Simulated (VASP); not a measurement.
Set up this calculation in VASP 6.6.1, as the native input.

```
Task                   : band structure
Functional             : r2SCAN
Potentials or basis    : VASP PAW PBE potentials, release 64 (Ga_d, N)
Cutoff                 : 520 eV
k mesh                 : 9 × 9 × 5
Occupations            : gaussian, width 0.02 eV
Spin                   : no spin polarisation
Further INCAR settings : ALGO = Normal; EDIFF = 1e-07; NBANDS = 26
```

The structure of GaN lies in POSCAR:

```
GaN                                     
1.0
    3.1890722369      0.0000000000      0.0000000000
   -1.5945361234      2.7618175622      0.0000000000
   -0.0000000000      0.0000000000      5.1927896379
  Ga              N             
     2     2
Direct
     0.6666666699999979    0.3333333300000021    0.5016032425894942
     0.3333333300000021    0.6666666699999979    0.0016032425894941
     0.6666666699999979    0.3333333300000021    0.8783967574105084
     0.3333333300000021    0.6666666699999979    0.3783967574105084
```

The cell is a database's computed one.

One way to write it, as run:

INCAR

```
PREC = Accurate
ENCUT = 520
EDIFF = 1E-7
ISMEAR = 0
SIGMA = 0.02
LREAL = False
LASPH = True
NELM = 60
ALGO = Normal
ISIF = 2
LWAVE = False
LCHARG = False
METAGGA = R2SCAN
LMIXTAU = True
NBANDS = 26
```

KPOINTS

```
regular mesh
0
Gamma
  9 9 5
```

KPOINTS_OPT

```
path GMKGALHA,LM,KH
10
line-mode
reciprocal
 0.0000000000  0.0000000000  0.0000000000  G
 0.5000000000  0.0000000000  0.0000000000  M

 0.5000000000  0.0000000000  0.0000000000  M
 0.3333333333  0.3333333333  0.0000000000  K

 0.3333333333  0.3333333333  0.0000000000  K
 0.0000000000  0.0000000000  0.0000000000  G

 0.0000000000  0.0000000000  0.0000000000  G
 0.0000000000  0.0000000000  0.5000000000  A

 0.0000000000  0.0000000000  0.5000000000  A
 0.5000000000  0.0000000000  0.5000000000  L

 0.5000000000  0.0000000000  0.5000000000  L
 0.3333333333  0.3333333333  0.5000000000  H

 0.3333333333  0.3333333333  0.5000000000  H
 0.0000000000  0.0000000000  0.5000000000  A

 0.5000000000  0.0000000000  0.5000000000  L
 0.5000000000  0.0000000000  0.0000000000  M

 0.3333333333  0.3333333333  0.0000000000  K
 0.3333333333  0.3333333333  0.5000000000  H
```

Potentials or basis: VASP PAW PBE potentials, release 64 (Ga_d, N).

Command:

```bash
$ cat potpaw_PBE.64/Ga_d/POTCAR potpaw_PBE.64/N/POTCAR > POTCAR
$ mpirun -np 1 vasp_std > vasp.out
```

It gave:

```json
{
  "Pressure": "0.0 GPa",
  "Largest force": "0.013 eV/Å",
  "Band gap on the k mesh": "2.31 eV, direct",
  "Band gap along the path": "2.31 eV, direct"
}
```

Caveat: the PAW data sets were made with another functional, which shifts forces and pressure a little.

Run time: 3.7 min on 1 thread of Intel(R) Xeon(R) Platinum 8488C (Sapphire Rapids), on a shared host, peak memory 0.21 GiB.
